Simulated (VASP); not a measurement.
# PbSe (Clausthalite): relaxation of cell and atoms with LDA

Crystal: PbSe (Clausthalite).

```
Pb Se
1.0
     0.00000    3.06065    3.06065
     3.06065    0.00000    3.06065
     3.06065    3.06065    0.00000
Pb Se
1 1
Direct
  0.00000 0.00000 0.00000
  0.50000 0.50000 0.50000
```

```json
{"Program": "VASP 6.6.1", "Task": "relaxation of cell and atoms", "Functional": "LDA", "Potentials or basis": "VASP PAW LDA potentials, release 64 (Pb_d, Se)", "Cutoff": "600 eV", "k mesh": "8 × 8 × 8", "Occupations": "gaussian, width 0.03 eV", "Spin": "no spin polarisation", "Further INCAR settings": "ALGO = Normal; EDIFF = 1e-06; IBRION = 2; EDIFFG = -0.01; NSW = 90; ISIF = 3"}
```

* Relaxed volume: 27.62 Å³/atom
* Relaxed cell: a = 4.275 Å, b = 4.275 Å, c = 4.275 Å, α = 60.00°, β = 60.00°, γ = 60.00°
* Space group after relaxing (to 0.05 Å): Fm-3m (No. 225)
* Energy gained by relaxing: 6.6 meV/atom
* Ionic steps: 3
* Pressure after relaxing: 0.0 GPa
* Band gap on the k mesh: 0.03 eV, direct

The path:
| step | energy change (eV) | largest force (eV/Å) | pressure (GPa) | volume (Å³) |
| --- | --- | --- | --- | --- |
| 1 | 0.0000 | 0.0000 | -1.98 | 57.34 |
| 2 | -0.0112 | 0.0000 | 0.82 | 54.45 |
| 3 | -0.0132 | 0.0000 | 0.00 | 55.25 |

Final structure:
```
CELL_PARAMETERS angstrom
0.00000 3.02290 3.02290
3.02290 0.00000 3.02290
3.02290 3.02290 0.00000
ATOMIC_POSITIONS crystal
Pb 0.00000 0.00000 0.00000
Se 0.50000 0.50000 0.50000
```

Levels at points of the mesh, in eV from the valence-band top:
```
           k point  band 7  band 8  band 9  band 10  band 11  band 12  band 13  band 14
(0.00, 0.00, 0.00)   -6.36   -2.08   -2.08    -2.08     4.65     4.65     4.65     6.36
(0.50, 0.00, 0.00)   -9.12   -1.62   -1.62     0.00     0.03     1.49     1.49     8.43
(0.50, 0.50, 0.00)   -7.55   -5.37   -3.52    -3.52     3.42     5.62     5.62     6.07
```

Wall time 21 s on 1 thread of Intel(R) Xeon(R) 6975P-C (Granite Rapids), with other jobs on the host, peak memory 0.19 GiB.

Caveat: spin-orbit coupling is left out, which as a rule narrows the gap of such compounds by several tenths of an eV. LDA usually gives volumes a few per cent too small.
